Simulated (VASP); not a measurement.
Write the native input for VASP 6.6.1 that does the following.

```
Task                   : relaxation of the atoms
Functional             : PBE
Dispersion             : D3(BJ)
Potentials or basis    : VASP PAW PBE potentials, release 64 (B, N)
Cutoff                 : 600 eV
k mesh                 : 14 × 14 × 14
Occupations            : gaussian, width 0.03 eV
Spin                   : no spin polarisation
Further INCAR settings : ALGO = Normal; EDIFF = 1e-07; IBRION = 2; EDIFFG = -0.01; NSW = 40
```

The structure of BN (Qingsongite) lies in POSCAR:

```
BN                                      
1.0
    0.0000000000      1.8385933906      1.8385933906
    1.8385933906      0.0000000000      1.8385933906
    1.8385933906      1.8385933906      0.0000000000
  B               N             
     1     1
Direct
     0.0000000000000000    0.0000000000000000    0.0000000000000000
     0.2500000000000000    0.2500000000000000    0.2500000000000000
```

The cell isn't the ideal one: a relaxed cell with its volume scaled by 1.06.

One way to write it, as run:

INCAR

```
PREC = Accurate ; ENCUT = 600
EDIFF = 1E-7 ; ISMEAR = 0
SIGMA = 0.03 ; LREAL = False
LASPH = True ; NELM = 80
ALGO = Normal ; ISIF = 2
LWAVE = False ; LCHARG = False
GGA = PE ; IVDW = 12
IBRION = 2 ; NSW = 40
EDIFFG = -0.01
```

KPOINTS

```
regular mesh
0
Gamma
  14 14 14
```

Potentials or basis: VASP PAW PBE potentials, release 64 (B, N).

Run with:

```bash
$ cat potpaw_PBE.64/B/POTCAR potpaw_PBE.64/N/POTCAR > POTCAR
$ mpirun -np 1 vasp_std > vasp.out
```

Results of the run:

```
Pressure after relaxing    : -20.1 GPa
Band gap on the k mesh     : 4.40 eV, indirect (least direct gap 8.58 eV)
Dispersion energy per atom : -0.199 eV
```

Caveat: the relaxation stopped at its first step, so nothing moved.

It took 4.7 s on 1 thread of Intel(R) Xeon(R) 6975P-C (Granite Rapids), with other jobs on the host, peak memory 0.15 GiB.
